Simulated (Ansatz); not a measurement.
**Fermi surface of ZrN (Fm-3m)**

```
Zr N
1.0
     0.00000    2.27609    2.27609
     2.27609    0.00000    2.27609
     2.27609    2.27609    0.00000
Zr N
1 1
Cartesian
  2.2761 2.2761 2.2761
  0.0000 0.0000 0.0000
```

Level of theory, where no other is named: PBEsol, all-electron LAPW in Ansatz 0.2.0, with spin-orbit coupling. k mesh 12×12×12, fine mesh 16×16×16, Fermi-Dirac smearing of 0.100 eV, basis error target 1 meV/atom. The cell was relaxed by PAW under this functional.

Levels and slopes are solved on a 16×16×16 mesh, and each state is taken as quadratic over its cell.

Q: What is the density of states at the Fermi level, and which bare Sommerfeld coefficient follows?

A: N(E_F) = 0.326 states/eV/atom (both spins), so γ = (π²/3) k_B² N(E_F) = 0.769 mJ/(mol-atom K²) without electron-phonon or spin-fluctuation enhancement.

Q: What Drude plasma energy and σ/τ do the band velocities give?

A: (ħω_p,α)² = (e²/ε₀VN_k) Σ_nkσ (∂E/∂k_α)² δ(E − E_F) gives ħω_p = (8.78, 8.78, 8.78) eV along x, y, z, and σ/τ = ε₀ω_p² = 15.7×10²⁰ Ω⁻¹m⁻¹s⁻¹ along x. Weighted by the density of states, the mean Fermi speed is 0.972×10⁶ m/s; the surface has an area of 22 Å⁻² for each spin direction.

Q: Which bands cross the Fermi level, and what do they carry?

A: 

```csv
band,filled part,N (states/eV/cell),speed (10⁶ m/s),5th to 95th percentile,area (Å⁻²),filling
1,0.49,0.277,1.07,0.34 to 1.36,20.4,partly filled
2,0.49,0.277,1.07,0.34 to 1.36,20.4,partly filled
3,0.01,0.0332,0.421,0.29 to 0.67,0.968,nearly empty
4,0.01,0.0332,0.421,0.29 to 0.67,0.968,nearly empty
5,0.00,0.0163,0.51,0.38 to 0.67,0.575,nearly empty
6,0.00,0.0163,0.51,0.38 to 0.67,0.575,nearly empty
```

Q: Map the plane k₃ = 1/2 of the mesh: how many bands lie under the Fermi level at each point, counted from the least on the plane?

A: k₁ runs to the right and k₂ upwards, each from −½ to ½ with 0 in the middle (the axes needn't be at right angles):
```
0000222222222000
0000222222220000
0000022222200000
2220002222000002
2222000000000022
2222200000000222
2222200000002222
2222200000002222
2222200000002222
2222000000002222
2220000000000222
2200000222200022
0000002222220000
0000022222222000
0000222222222000
0000222222222000
```

Q: What does PAW give for the same cell?

A: N(E_F) = 0.326 states/eV/atom and ħω_p,x = 8.78 eV.

Q: And without spin-orbit coupling?

A: N(E_F) = 0.328 states/eV/atom and ħω_p,x = 8.75 eV, on a 20×20×20 mesh.

Keep in mind: these sums move with the mesh, by several per cent and more for small sheets; the frozen-core PAW files of the compared runs were fitted under PBE, their cores solved anew for this functional.
